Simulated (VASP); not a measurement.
# Si (P6/mmm) in VASP: further runs, part 2 of 2

VASP 6.6.1. The steps go on from the part before.

### Step 3. Single point, RPBE

This run uses another cell than the first one, of 13.80 Å³/atom, 0.920 times its volume.

Input file INCAR:

```
  PREC = Accurate
  ENCUT = 520
  EDIFF = 1E-6
  ISMEAR = -1
  SIGMA = 0.1
  LREAL = False
  LASPH = True
  NELM = 60
  ALGO = Fast
  ISIF = 2
  LWAVE = False
  LCHARG = False
  GGA = RP
  NBANDS = 13
```

Input file KPOINTS:

```
regular mesh
0
Gamma
  9 9 14
```

Input file POSCAR:

```
Si
1.0
    4.3709984139      0.0000000000      0.0000000000
   -2.1854992070      3.7853956663      0.0000000000
    0.0000000000      0.0000000000      2.5022786265
Si
3
Direct
    0.0000000000      0.0000000000      0.0000000000
    0.3333333333      0.6666666667      0.5000000000
    0.6666666667      0.3333333333      0.5000000000
```

Potentials or basis: VASP PAW PBE potentials, release 64 (Si).

On the command line:

```console
$ cat potpaw_PBE.64/Si/POTCAR > POTCAR
$ mpirun -np 1 vasp_std > vasp.out
```

OUTCAR:

```text
PREC = Accurate
   ENCUT = 520
   EDIFF = 1E-6
   ISMEAR = -1
   LREAL = False
   LASPH = True
   NELM = 60
   ISIF = 2
   GGA = RP

 ion  position               nearest neighbor table
   1  0.000  0.000  0.000-   2 2.82   3 2.82   2 2.82   3 2.82   2 2.82   2 2.82   3 2.82   3 2.82
                             3 2.82   3 2.82   2 2.82   2 2.82
   2  0.333  0.667  0.500-   3 2.52   3 2.52   3 2.52   1 2.82   1 2.82   1 2.82   1 2.82   1 2.82
                             1 2.82
   3  0.667  0.333  0.500-   2 2.52   2 2.52   2 2.52   1 2.82   1 2.82   1 2.82   1 2.82   1 2.82
                             1 2.82

  LATTYP: Found a hexagonal cell.
 ALAT       =     4.3709984139
 C/A-ratio  =     0.5724730118

  Lattice vectors:

 A1 = (   4.3709984139,   0.0000000000,   0.0000000000)
 A2 = (  -2.1854992070,   3.7853956663,   0.0000000000)
 A3 = (   0.0000000000,   0.0000000000,   2.5022786265)

Analysis of symmetry for initial positions (statically):
=====================================================================
 Subroutine PRICEL returns:
 Original cell was already a primitive cell.

 Routine SETGRP: Setting up the symmetry group for a
 hexagonal supercell.
[... 187 lines left out ...]
      8      17.3970      0.00000
      9      18.5161      0.00000
     10      22.2387      0.00000
     11      22.2387      0.00000
     12      23.1318      0.00000
     13      23.7636      0.00000
[... 354 lines left out ...]
  band No.  band energies     occupation
      1      -0.6251      2.00000
      2      -0.5188      2.00000
      3      -0.5188      2.00000
      4       9.0417      2.00000
      5       9.2491      2.00000
      6       9.2491      2.00000
      7      16.7366      0.00000
      8      16.7366      0.00000
      9      17.7986      0.00000
     10      17.8403      0.00000
     11      18.3122      0.00000
     12      18.3122      0.00000
     13      19.6919      0.00000

 [... further k-points ...]

------------------------ aborting loop because EDIFF is reached ----------------------------------------

  FORCE on cell =-STRESS in cart. coord.  units (eV):
  Direction    XX          YY          ZZ          XY          YZ          ZX
  --------------------------------------------------------------------------------------
  -------------------------------------------------------------------------------------
  Total        1.8019165      1.8019165      3.0507012     -0.0000000     -0.0000000      0.0000000
  in kB       69.7296767     69.7296767    118.0545318     -0.0000000     -0.0000000      0.0000000
  external PRESSURE =      85.8379617 kB  Pullay stress =       0.0000000 kB

 VOLUME and BASIS-vectors are now :
 -----------------------------------------------------------------------------
  energy-cutoff  :      520.00
  volume of cell :       41.40
      direct lattice vectors                 reciprocal lattice vectors
     4.370998414  0.000000000  0.000000000     0.228780682  0.132086589  0.000000000
    -2.185499207  3.785395666  0.000000000     0.000000000  0.264173177  0.000000000
     0.000000000  0.000000000  2.502278626     0.000000000  0.000000000  0.399635752

 POSITION                                       TOTAL-FORCE (eV/Angst)
 -----------------------------------------------------------------------------------
      0.00000      0.00000      0.00000         0.000000      0.000000      0.000000
     -0.00000      2.52360      1.25114        -0.000000      0.000000      0.000000
      2.18550      1.26180      1.25114         0.000000     -0.000000     -0.000000
 -----------------------------------------------------------------------------------
    total drift:                               -0.000000     -0.000000     -0.000000

  FREE ENERGIE OF THE ION-ELECTRON SYSTEM (eV)
  ---------------------------------------------------
  free  energy   TOTEN  =       -13.8325053566 eV

  energy  without entropy=      -13.7941057486  energy(sigma->0) =      -13.81330555
```

OSZICAR:

```text
N       E                     dE             d eps       ncg     rms          rms(c)
DAV:   1     0.128470725919E+02    0.12847E+02   -0.49627E+03  2496   0.764E+02
DAV:   2    -0.130537919784E+02   -0.25901E+02   -0.24140E+02  3204   0.110E+02
DAV:   3    -0.139126675054E+02   -0.85888E+00   -0.84898E+00  3285   0.163E+01
DAV:   4    -0.139172091983E+02   -0.45417E-02   -0.45398E-02  2974   0.154E+00
DAV:   5    -0.139172364396E+02   -0.27241E-04   -0.27241E-04  3304   0.994E-02    0.634E+00
RMM:   6    -0.138589706635E+02    0.58266E-01   -0.24252E-02  2536   0.702E-01    0.359E+00
RMM:   7    -0.138331591496E+02    0.25812E-01   -0.26992E-02  2653   0.864E-01    0.225E-01
RMM:   8    -0.138325272416E+02    0.63191E-03   -0.23213E-03  2776   0.350E-01    0.206E-01
RMM:   9    -0.138325109457E+02    0.16296E-04   -0.27848E-04  2964   0.130E-01    0.678E-02
RMM:  10    -0.138325052844E+02    0.56613E-05   -0.58680E-05  2946   0.543E-02    0.141E-02
RMM:  11    -0.138325053566E+02   -0.72258E-07   -0.77533E-06  2963   0.207E-02
   1 F= -.13832505E+02 E0= -.13813306E+02  d E =-.383996E-01
```

It took 28 s on 1 thread of Intel Xeon 6975P-C (Granite Rapids), shared host; peak memory 0.18 GiB.

What came out:

```
Free energy            : -13.8325 eV
Pressure               : 8.6 GPa
Band gap on the k mesh : none (metal or under the smearing width)
```

Caveat: the PAW data sets were made with another functional, which shifts forces and pressure a little.

### Step 4. Single point, RPBE

This run uses another cell than the first one, of 13.20 Å³/atom, 0.880 times its volume.

Input file INCAR:

```
SYSTEM = Si
PREC = Accurate ; ENCUT = 520
EDIFF = 1E-6 ; ISMEAR = -1
SIGMA = 0.1 ; LREAL = .False.
LASPH = .True. ; NELM = 80
ALGO = Normal ; ISIF = 2
LWAVE = .False. ; LCHARG = .False.
GGA = RP ; NBANDS = 13
```

Input file KPOINTS:

```
regular mesh
0
Gamma
  9 9 14
  0 0 0
```

Input file POSCAR:

```
Si
1.0
    4.3067096868      0.0000000000      0.0000000000
   -2.1533548434      3.7297199955      0.0000000000
    0.0000000000      0.0000000000      2.4654750652
Si
3
Direct
    0.0000000000      0.0000000000      0.0000000000
    0.3333333333      0.6666666667      0.5000000000
    0.6666666667      0.3333333333      0.5000000000
```

Potentials or basis: VASP PAW PBE potentials, release 64 (Si).

On the command line:

```console
$ cat potpaw_PBE.64/Si/POTCAR > POTCAR
$ mpirun -np 1 vasp_std > vasp.out
```

OUTCAR:

```text
SYSTEM = Si
   PREC = Accurate
   ENCUT = 520
   EDIFF = 1E-6
   ISMEAR = -1
   LREAL = .False.
   LASPH = .True.
   NELM = 80
   ISIF = 2
   GGA = RP

 ion  position               nearest neighbor table
   1  0.000  0.000  0.000-   2 2.78   3 2.78   2 2.78   3 2.78   3 2.78   3 2.78   2 2.78   2 2.78
                             3 2.78   3 2.78   2 2.78   2 2.78
   2  0.333  0.667  0.500-   3 2.49   3 2.49   3 2.49   1 2.78   1 2.78   1 2.78   1 2.78   1 2.78
                             1 2.78
   3  0.667  0.333  0.500-   2 2.49   2 2.49   2 2.49   1 2.78   1 2.78   1 2.78   1 2.78   1 2.78
                             1 2.78

  LATTYP: Found a hexagonal cell.
 ALAT       =     4.3067096868
 C/A-ratio  =     0.5724730118

  Lattice vectors:

 A1 = (   4.3067096868,   0.0000000000,   0.0000000000)
 A2 = (  -2.1533548434,   3.7297199955,   0.0000000000)
 A3 = (   0.0000000000,   0.0000000000,   2.4654750652)

Analysis of symmetry for initial positions (statically):
=====================================================================
 Subroutine PRICEL returns:
 Original cell was already a primitive cell.

 Routine SETGRP: Setting up the symmetry group for a
 hexagonal supercell.

 Subroutine GETGRP returns: Found 24 space group operations
[... 186 lines left out ...]
     11      23.4377      0.00000
     12      23.9799      0.00000
     13      24.5858      0.00000
[... 354 lines left out ...]
  band No.  band energies     occupation
      1      -0.3316      2.00000
      2      -0.2210      2.00000
      3      -0.2210      2.00000
      4       9.6177      2.00000
      5       9.8210      2.00000
      6       9.8210      2.00000
      7      17.5675      0.00000
      8      17.5675      0.00000
      9      18.5676      0.00000
     10      18.7354      0.00000
     11      19.1086      0.00000
     12      19.1086      0.00000
     13      20.5283      0.00000

 [... further k-points ...]

------------------------ aborting loop because EDIFF is reached ----------------------------------------

  FORCE on cell =-STRESS in cart. coord.  units (eV):
  Direction    XX          YY          ZZ          XY          YZ          ZX
  --------------------------------------------------------------------------------------
  -------------------------------------------------------------------------------------
  Total        3.1422379      3.1422379      4.7441634     -0.0000000      0.0000000     -0.0000000
  in kB      127.1239000    127.1239000    191.9321729     -0.0000000      0.0000000     -0.0000000
  external PRESSURE =     148.7266576 kB  Pullay stress =       0.0000000 kB

 VOLUME and BASIS-vectors are now :
 -----------------------------------------------------------------------------
  energy-cutoff  :      520.00
  volume of cell :       39.60
      direct lattice vectors                 reciprocal lattice vectors
     4.306709687  0.000000000  0.000000000     0.232195823  0.134058321  0.000000000
    -2.153354843  3.729719995  0.000000000     0.000000000  0.268116642  0.000000000
     0.000000000  0.000000000  2.465475065     0.000000000  0.000000000  0.405601344

 POSITION                                       TOTAL-FORCE (eV/Angst)
 -----------------------------------------------------------------------------------
      0.00000      0.00000      0.00000        -0.000000      0.000000      0.000000
     -0.00000      2.48648      1.23274        -0.000000     -0.000000      0.000000
      2.15335      1.24324      1.23274         0.000000      0.000000     -0.000000
 -----------------------------------------------------------------------------------
    total drift:                               -0.000000      0.000000      0.000000

  FREE ENERGIE OF THE ION-ELECTRON SYSTEM (eV)
  ---------------------------------------------------
  free  energy   TOTEN  =       -13.7018472920 eV

  energy  without entropy=      -13.6636166101  energy(sigma->0) =      -13.68273195
```

Run time: 19 s. Hardware: 1 thread of Intel Xeon 6975P-C (Granite Rapids), shared host; peak memory 0.16 GiB.

What came out:

- Free energy: -13.7018 eV
- Pressure: 14.9 GPa
- Band gap on the k mesh: none (metal or under the smearing width)

Stress tensor (GPa, compression positive):
```
12.71  0.00  0.00
 0.00 12.71  0.00
 0.00  0.00 19.19
```

Caveat: the PAW data sets were made with another functional, which shifts forces and pressure a little.

### Step 5. The runs side by side

| cell | k mesh | gap on the mesh (eV) | pressure (GPa) |
| --- | --- | --- | --- |
| P6/mmm, 15.0 Å³/atom | 11 × 11 × 16 | none | -0.4 |
| P6/mmm, 13.8 Å³/atom | 9 × 9 × 14 | none | 8.6 |
| P6/mmm, 13.2 Å³/atom | 9 × 9 × 14 | none | 14.9 |

Alike in all rows: task single point; level RPBE; potentials or basis VASP PAW PBE potentials, release 64 (Si); no spin polarisation; cutoff (eV) 520; smearing fermi-dirac 0.1 eV.

Every run on the cell as given and a fine mesh finds a metal.

Caveats: the PAW data sets were made with another functional, which shifts forces and pressure a little.

Total energies depend on the potentials used, so only differences within one code and one set of settings carry meaning.
